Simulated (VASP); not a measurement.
Crystal: ZrSiO4 (Zircon).

```
CELL_PARAMETERS angstrom
-3.30350 3.30350 2.99100
3.30350 -3.30350 2.99100
3.30350 3.30350 -2.99100
ATOMIC_POSITIONS crystal
Zr 0.75000 0.25000 0.50000
Zr 0.00000 0.00000 0.00000
Si 0.25000 0.75000 0.50000
Si 0.50000 0.50000 0.00000
O 0.13640 0.32030 0.81610
O 0.07030 0.75420 0.68390
O 0.50420 0.32030 0.18390
O 0.07030 0.38640 0.31610
O 0.61360 0.92970 0.68390
O 0.67970 0.86360 0.18390
O 0.24580 0.92970 0.31610
O 0.67970 0.49580 0.81610
```

```yaml
Program: VASP 6.6.1
Task: relaxation of cell and atoms
Functional: LDA
Potentials_or_basis: VASP PAW LDA potentials, release 64 (Zr_sv, Si, O)
Cutoff: 600 eV
k_mesh: 6 × 6 × 6
Occupations: gaussian, width 0.03 eV
Spin: no spin polarisation
```

At the start: pressure -4.2 GPa; volume 10.88 Å³/atom.

**Question.** How do energy, volume and symmetry change on relaxing?

**Answer.** Over 7 steps the energy falls by 3.8 meV/atom and the volume is 10.67 Å³/atom (-1.9 %); space group I4_1/amd (No. 141, to 0.05 Å).

Step by step:
```csv
step,energy change (eV),largest force (eV/Å),pressure (GPa),volume (Å³)
1,0.0000,0.3087,-4.16,130.56
2,0.0026,0.1607,5.24,125.30
3,-0.0442,0.0936,0.29,127.93
4,-0.0442,0.0891,0.37,127.88
5,-0.0429,0.1660,-0.47,128.12
6,-0.0449,0.0105,0.06,127.97
7,-0.0450,0.0038,-0.05,128.02
```

Final structure:
```
Zr Si O
1.0
    -3.28161    3.28161    2.97205
     3.28161   -3.28161    2.97205
     3.28161    3.28161   -2.97205
Zr Si O
2 2 8
Cartesian
  0.0000 3.2816 1.4860
  0.0000 0.0000 0.0000
  3.2816 0.0000 1.4860
  0.0000 0.0000 2.9720
  3.2816 2.0689 -1.0749
  4.4943 0.0000 0.4111
  0.0000 1.2127 1.8971
  2.0689 0.0000 0.4111
  3.2816 1.2127 2.5609
  1.2127 0.0000 4.0469
  3.2816 -1.2127 2.5609
  2.0689 3.2816 1.0749
```
